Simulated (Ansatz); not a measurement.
A run of Ansatz 0.2.0 is set up as follows.

File input.yaml:

```yaml
crystal:
  lattice:
    - [3.74, 0.0, 0.0]
    - [0.0, 3.74, 0.0]
    - [0.0, 0.0, 3.74]
  atoms:
    - { symbol: Au, position: [0.0, 0.0, 0.0] }
    - { symbol: Cu, position: [0.5, 0.5, 0.0] }
    - { symbol: Cu, position: [0.5, 0.0, 0.5] }
    - { symbol: Cu, position: [0.0, 0.5, 0.5] }
hamiltonian:
  xc: lda
  pseudopotentials: { kind: paw_fr, azcp: { folder: soft_1 } }
magnetization:
  noncollinear: true
  spin_orbit: true
kpoints:
  mp_grid: { grid: [5, 5, 5] }
  band_path:
    path:
      - [[0.0, 0.0, 0.0], [0.0, 0.5, 0.0], [0.5, 0.5, 0.0], [0.0, 0.0, 0.0], [0.5, 0.5, 0.5], [0.0, 0.5, 0.0]]
      - [[0.5, 0.5, 0.0], [0.5, 0.5, 0.5]]
    npoints: 14
scf:
  occupations: { method: fermi_dirac, width: 0.05 }
  n_extra_bands: 10
output:
  forces: true
  stress: true
  eigenvalues: true
  fatbands: true
```

Potentials or basis: Ansatz PAW soft_1.

Command:

```sh
$ ansatz run input.yaml --threads 2 --pin off --max-ram 5632MiB --backend cpu --events-out ev --progress --plain --runs-dir out
```

Q: Estimate the pressure.

A: -9.5 GPa.

Q: What does it give for the band gap on the k mesh?

A: None (metal or under the smearing width).

Levels at the corners of the path, in eV from the Fermi level:
```tsv
point	band 72	band 73	band 74	band 75	band 76	band 77	band 78	band 79	band 80	band 81
Γ	-1.28	-1.10	-1.10	0.74	0.74	1.40	1.40	1.40	1.40	6.03
X	-1.89	-1.50	-1.50	-1.33	-1.33	5.30	5.30	6.12	6.12	6.57
M	-2.12	-0.56	-0.56	-0.44	-0.44	-0.37	-0.37	0.42	0.42	8.59
Γ	-1.28	-1.10	-1.10	0.74	0.74	1.40	1.40	1.40	1.40	6.03
R	-1.42	-1.42	-1.42	-1.08	-1.08	-0.83	-0.83	-0.83	-0.83	2.47
X	-1.89	-1.50	-1.50	-1.33	-1.33	5.30	5.30	6.12	6.12	6.57
M	-2.12	-0.56	-0.56	-0.44	-0.44	-0.37	-0.37	0.42	0.42	8.59
R	-1.42	-1.42	-1.42	-1.08	-1.08	-0.83	-0.83	-0.83	-0.83	2.47
```

Caveat: the PAW data sets come from PBE, with cores solved anew for the run's functional, which leaves a small shift of forces and pressure.
